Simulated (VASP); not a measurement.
# MnS (R-3m) in VASP: further runs, part 2 of 2

VASP 6.6.1.

### 3 Single point, PBE, collinear spin, ferromagnetic start

INCAR reads:

```
SYSTEM = MnS
ADDGRID = .False.
ALGO = Normal
EDIFF = 1E-6
ENCUT = 800
GGA = PE
ISIF = 2
ISMEAR = 0
ISPIN = 2
LASPH = .True.
LCHARG = .False.
LMAXMIX = 4
LORBIT = 11
LREAL = .False.
LWAVE = .False.
MAGMOM = 4 0
NELM = 100
PREC = Accurate
SIGMA = 0.05
```

KPOINTS reads:

```
k-points
0
Gamma
  4 4 4
  0 0 0
```

POSCAR reads:

```
MnS
1.0
    1.8299960138      1.0565486912      2.9709202777
   -1.8299960138      1.0565486912      2.9709202777
    0.0000000000     -2.1130973823      2.9709202777
Mn S
1 1
Direct
    0.0000000000      0.0000000000      0.0000000000
    0.5000000000      0.5000000000      0.5000000000
```

Potentials or basis: VASP PAW PBE potentials, release 64 (Mn_pv, S_h).

Command:

```
$ cat potpaw_PBE.64/Mn_pv/POTCAR potpaw_PBE.64/S_h/POTCAR > POTCAR
$ mpirun -np 1 vasp_std > vasp.out
```

OUTCAR:

```text
SYSTEM = MnS
   EDIFF = 1E-6
   ENCUT = 800
   GGA = PE
   ISIF = 2
   ISMEAR = 0
   ISPIN = 2
   LASPH = .True.
   LORBIT = 11
   LREAL = .False.
   NELM = 100
   PREC = Accurate

 Found     13 irreducible k-points:

 Following reciprocal coordinates:
            Coordinates               Weight
  0.000000  0.000000  0.000000      1.000000
  0.250000  0.000000  0.000000      6.000000
  0.500000  0.000000  0.000000      3.000000
  0.250000  0.250000  0.000000      6.000000
  0.500000  0.250000 -0.000000     12.000000
 -0.250000  0.250000  0.000000      6.000000
   k-points           NKPTS =     13   k-points in BZ     NKDIM =     13   number of bands    NBANDS=     15
   number of dos      NEDOS =    301   number of ions     NIONS =      2
   total plane-waves  NPLWV =  46656
   dimension x,y,z NGX =    36 NGY =   36 NGZ =   36
   dimension x,y,z NGXF=    72 NGYF=   72 NGZF=   72
   ions per type =               1   1
   NGX,Y,Z   is equivalent  to a cutoff of  16.42, 16.42, 16.42 a.u.
   NGXF,Y,Z  is equivalent  to a cutoff of  32.83, 32.83, 32.83 a.u.
 SYSTEM =  MnS
   PREC   = accura    normal or accurate (medium, high low for compatibility)
   ISTART =      0    job   : 0-new  1-cont  2-samecut
   ICHARG =      2    charge: 1-file 2-atom 10-const
   ISPIN  =      2    spin polarized calculation?
   LNONCOLLINEAR =      F non collinear calculations
   LSORBIT =      F    spin-orbit coupling
   LASPH  =      T    aspherical Exc in radial PAW
   ENCUT  =  800.0 eV  58.80 Ry    7.67 a.u.   8.41  8.41  8.41*2*pi/ulx,y,z
   NELM   =    100;   NELMIN=  2; NELMDL= -5     # of ELM steps
   EDIFF  = 0.1E-05   stopping-criterion for ELM
   LREAL  =      F    real-space projection
   EDIFFG = 0.1E-04   stopping-criterion for IOM
   NSW    =      0    number of steps for IOM
   IBRION =     -1    ionic relax: 0-MD 1-quasi-New 2-CG
   NFREE  =      0    steps in history (QN), initial steepest desc. (CG)
   ISIF   =      2    stress and relaxation
   ISYM   =      2    0-nonsym 1-usesym 2-fastsym
   POTIM  = 0.5000    time-step for ionic-motion
   TEBEG  =    0.0;   TEEND  =   0.0 temperature during run
   PSTRESS=    0.0 pullay stress
   NELECT =      19.0000    total number of electrons
   NUPDOWN=      -1.0000    fix difference up-down
   EMIN   =  10.00;   EMAX   =-10.00  energy-range for DOS
   EFERMI =   0.00;   METHOD = LEGACY
   ISMEAR =     0;   SIGMA  =   0.05  broadening in eV -4-tet -1-fermi 0-gaus
   EFERMI_NEDOS =   21; number of points for ismear=-14 and -15
   IALGO  =     38    algorithm
   IMIX   =      4    mixing-type and parameters
     AMIX     =   0.40;   BMIX     =  1.00
     AMIX_MAG =   1.60;   BMIX_MAG =  1.00
  volume/ion in A,a.u.               =      17.23       116.29
  Fermi-wavevector in a.u.,A,eV,Ry     =   1.342349  2.536672 24.516344  1.801900
  Thomas-Fermi vector in A             =   2.470510
   LORBIT       =     11    0 simple, 1 ext, 2 COOP (PROOUT), +10 PAW based schemes
   GGA     = PE    functional components
   LHFCALC =     F    Hartree Fock is set to
   AEXX    =    0.0000 exact exchange contribution
   IVDW    =     0    specifies the selected vdW correction
   LEPSILON=     F    determine dielectric tensor
   LRPA    =     F    only Hartree local field effects (RPA)
 spin polarized calculation
 Gauss-broadening in eV      SIGMA  =   0.05
  energy-cutoff  :      800.00
  volume of cell :       34.47
 maximum number of plane-waves:      1807
 NGX is ok and might be reduce to    36
   NGX = 17   NGY = 17   NGZ = 17

 number of electron      19.0000001 magnetization       4.3755839

 Free energy of the ion-electron system (eV)
  ---------------------------------------------------
  ext. energy  EPLUGINS =         0.00000000
  ---------------------------------------------------
  free energy    TOTEN  =       -14.08187405 eV

  energy without entropy =      -14.07653176  energy(sigma->0) =      -14.07920290

 E-fermi :   7.4932     XC(G=0): -10.8283

 val. band max:        7.4614883598   @ k =   0.0000   0.0000   0.0000
 cond. band min:       7.5056452449   @ k =   0.5000   0.2500  -0.0000
 fundamental gap:      0.0441568851
 Fermi energy:         7.4931880964

 spin component 1

 k-point     1 :       0.0000    0.0000    0.0000
  band No.  band energies     occupation
      1     -43.2729      1.00000
      2     -43.2691      1.00000
      3     -43.2691      1.00000
      4      -7.5103      1.00000
      5       3.9872      1.00000
      6       3.9872      1.00000
      7       3.9984      1.00000
      8       4.0862      1.00000
      9       4.0862      1.00000
     10       5.3142      1.00000
     11       5.3142      1.00000
     12       5.3626      1.00000
     13       9.1810      0.00000
     14      15.8620      0.00000
     15      15.8837      0.00000
[... 73 lines left out ...]
 k-point     6 :      -0.2500    0.2500    0.0000
  band No.  band energies     occupation
      1     -43.2756      1.00000
      2     -43.2756      1.00000
      3     -43.2717      1.00000
      4      -6.2500      1.00000
      5       1.0000      1.00000
      6       2.3541      1.00000
      7       2.4833      1.00000
      8       4.3845      1.00000
      9       4.5729      1.00000
     10       5.1087      1.00000
     11       5.2774      1.00000
     12       7.5962      0.00179
     13      11.5641      0.00000
     14      13.7156      0.00000
     15      13.8607      0.00000

 [... further k-points ...]

 spin component 2

 k-point     1 :       0.0000    0.0000    0.0000
  band No.  band energies     occupation
      1     -38.9902      1.00000
      2     -38.9891      1.00000
      3     -38.9891      1.00000
      4      -7.2885      1.00000
      5       5.4606      1.00000
      6       5.4606      1.00000
      7       5.5100      1.00000
      8       7.4322      0.95785
      9       7.4322      0.95785
     10       7.4615      0.81503
     11       7.5128      0.28959
     12       7.5128      0.28959
     13      10.1006      0.00000
     14      16.7939      0.00000
     15      16.7977      0.00000
[... 73 lines left out ...]
 k-point     6 :      -0.2500    0.2500    0.0000
  band No.  band energies     occupation
      1     -38.9978      1.00000
      2     -38.9947      1.00000
      3     -38.9914      1.00000
      4      -6.0852      1.00000
      5       1.6756      1.00000
      6       3.0447      1.00000
      7       3.8142      1.00000
      8       8.1592      0.00000
      9       8.2875      0.00000
     10       8.5538      0.00000
     11       8.5593      0.00000
     12      10.2873      0.00000
     13      12.2890      0.00000
     14      14.5469      0.00000
     15      14.7817      0.00000

 [... further k-points ...]

------------------------ aborting loop because EDIFF is reached ----------------------------------------

  FORCE on cell =-STRESS in cart. coord.  units (eV):
  Direction    XX          YY          ZZ          XY          YZ          ZX
  --------------------------------------------------------------------------------------
  -------------------------------------------------------------------------------------
  Total       -1.0610306     -1.0610306     -0.9990568      0.0000000     -0.0000000      0.0000000
  in kB      -49.3238078    -49.3238078    -46.4428468      0.0000000     -0.0000000      0.0000000
  external PRESSURE =     -48.3634875 kB  Pullay stress =       0.0000000 kB

 VOLUME and BASIS-vectors are now :
 -----------------------------------------------------------------------------
  energy-cutoff  :      800.00
  volume of cell :       34.47
      direct lattice vectors                 reciprocal lattice vectors
     1.829996014  1.056548691  2.970920278     0.273224639  0.157746319  0.112198680
    -1.829996014  1.056548691  2.970920278    -0.273224639  0.157746319  0.112198680
     0.000000000 -2.113097382  2.970920278     0.000000000 -0.315492638  0.112198680

 POSITION                                       TOTAL-FORCE (eV/Angst)
 -----------------------------------------------------------------------------------
      0.00000      0.00000      0.00000         0.000000      0.000000     -0.000000
      0.00000      0.00000      4.45638        -0.000000     -0.000000      0.000000
 -----------------------------------------------------------------------------------
    total drift:                                0.000000      0.000000      0.000000

  FREE ENERGIE OF THE ION-ELECTRON SYSTEM (eV)
  ---------------------------------------------------
  free  energy   TOTEN  =       -14.0818740469 eV

  energy  without entropy=      -14.0765317621  energy(sigma->0) =      -14.07920290

 total charge

# of ion       s       p       d       tot
------------------------------------------
    1        0.214   6.166   4.962  11.343
    2        0.811   1.285   0.000   2.096
--------------------------------------------------
tot          1.026   7.451   4.962  13.439

 magnetization (x)

# of ion       s       p       d       tot
------------------------------------------
    1        0.048   0.037   3.949   4.035
    2        0.019   0.023   0.000   0.041
--------------------------------------------------
tot          0.067   0.060   3.949   4.076
```

OSZICAR:

```text
N       E                     dE             d eps       ncg     rms          rms(c)
DAV:   1     0.163397290633E+03    0.16340E+03   -0.13353E+04   780   0.181E+03
DAV:   2    -0.821780488866E+01   -0.17162E+03   -0.16456E+03   857   0.395E+02
DAV:   3    -0.151377013590E+02   -0.69199E+01   -0.68616E+01   906   0.833E+01
DAV:   4    -0.152425496849E+02   -0.10485E+00   -0.10478E+00   964   0.108E+01
DAV:   5    -0.152450495938E+02   -0.24999E-02   -0.24995E-02   991   0.164E+00    0.940E+00
DAV:   6    -0.141929327512E+02    0.10521E+01   -0.87714E+00   818   0.373E+01    0.952E+00
DAV:   7    -0.140825356748E+02    0.11040E+00   -0.10228E+00   787   0.158E+01    0.512E+00
DAV:   8    -0.140863251550E+02   -0.37895E-02   -0.54495E-02   955   0.215E+00    0.258E+00
DAV:   9    -0.140811248676E+02    0.52003E-02   -0.11142E-02   864   0.139E+00    0.220E-01
DAV:  10    -0.140817881226E+02   -0.66325E-03   -0.20523E-03   949   0.477E-01    0.114E-01
DAV:  11    -0.140818415973E+02   -0.53475E-04   -0.17516E-04   997   0.115E-01    0.530E-02
DAV:  12    -0.140818698264E+02   -0.28229E-04   -0.58094E-05   963   0.709E-02    0.300E-02
DAV:  13    -0.140818735496E+02   -0.37232E-05   -0.59367E-06   948   0.259E-02    0.142E-02
DAV:  14    -0.140818740469E+02   -0.49733E-06   -0.50993E-06   969   0.241E-02
   1 F= -.14081874E+02 E0= -.14079203E+02  d E =-.534228E-02  mag=     4.3756
```

It took 29 s on 1 thread of Intel Xeon Platinum 8488C (Sapphire Rapids), shared host; peak memory 0.24 GiB.

These settings aren't checked as converged: the numbers below hold their error.

Results:

```
Free energy                                           : -14.0819 eV
Pressure                                              : -4.8 GPa
Band gap on the k mesh                                : none (metal or under the smearing width)
Net moment                                            : 4.38 μB per cell
Site moments                                          : Mn +4.04; S +0.04 μB
Valence electrons inside the program's atomic spheres : Mn 11.34; S 2.10
```

Caveat: the k mesh is coarse (spacing up to 0.53 Å⁻¹), so the values aren't converged; a cell with one magnetic atom can't hold antiferromagnetic order, which such compounds often take; semilocal functionals often make such compounds metallic where correlation or magnetic order opens a gap, which also shifts bond lengths.

### 4 For comparison

An earlier run on the cell as given: functional PBE; potentials or basis VASP PAW PBE potentials, release 64 (Mn_pv, S); cutoff 520 eV; k mesh 9 × 9 × 9; occupations fermi-dirac, width 0.05 eV; collinear spin, ferromagnetic start; starting moments [4.0, 0.0] μB.

- Pressure: -1.6 GPa
- Band gap on the k mesh: none (metal or under the smearing width)
- Net moment: 4.66 μB per cell
- Site moments: Mn +4.22; S +0.10 μB
- Valence electrons inside the program's atomic spheres: Mn 11.33; S 3.73
